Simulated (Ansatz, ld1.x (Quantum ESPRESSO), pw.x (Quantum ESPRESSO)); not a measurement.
# strontium (Sr) (bcc): variants of one ultrasoft potential in the solid

strontium, ultrasoft, made with ld1.x (Quantum ESPRESSO) 7.5 (PBE, scalar-relativistic). Core [Ar] 3d10, reference 4s2 4p6 4d0 5s2 5p0. Waves: 4s (bound): rcut 1.75, rcutus 2.20 bohr; 5s (bound): rcut 1.75, rcutus 2.20 bohr; 4p (bound): rcut 2.20, rcutus 2.95 bohr; 5p (bound, empty): rcut 2.20, rcutus 2.95 bohr; 4d (bound, empty): rcut 2.85, rcutus 3.75 bohr; 4d channel at 1 Ry: rcut 2.85, rcutus 3.75 bohr. Local part: all-electron potential smoothed inside 3.50 bohr (lloc = -1). Core correction: a·sin(br)/r model core, default radius (core density twice the valence density). Augmentation charge: PSQ, inside the norm-conserving radii.

Crystal test: bcc Sr in pw.x 7.5, no spin, 10³ k-points, Fermi–Dirac smearing 0.01 Ry, cutoffs set for each file from its atomic test. The reference is all-electron LAPW (Ansatz 0.2.0) with the same functional, mesh and smearing; V0 and B0 come from Birch–Murnaghan fits to the pressures at five volumes. Errors are pseudo minus all-electron; Δ is the rms difference of the E(V) curves that follow from these fits, minima aligned, over ±6 % about the mean V0. Mesh and smearing are coarse, so the numbers serve the comparison and aren't converged zero-temperature values; the lattice is a test structure that the element need not adopt.

All-electron: a0 = 4.780 Å (V0 = 54.61 Å³/atom), B0 = 11.4 GPa.

Base: This is a poor potential for the solid. Atomic configuration tests: test run stopped at test 6 of 7 (negative rho).

3 further variants are left out: they gave no file fit for a test, a broken result, the same result as the base, or pressures whose basis-set error rivals the error shown.

A dash in a converged row means that the minimum lies outside the volumes sampled.

```tsv
change	cutoffs (Ry)	pw.x	a0 (Å)	a0 error (%)	B0 error (%)	Δ (meV/atom)	mean pressure error (GPa)
base	40/320	converged	–	–	–	–	+1.13
core correction a·sin(br)/r model core inside 2.50 bohr	40/320	converged	4.839	+1.24	+1.5	5.2	+0.46
```

Give the row for: local potential all-electron potential smoothed inside 3.05 bohr (lloc = -2).

pw.x: converged; mean pressure error (GPa): +1.11.
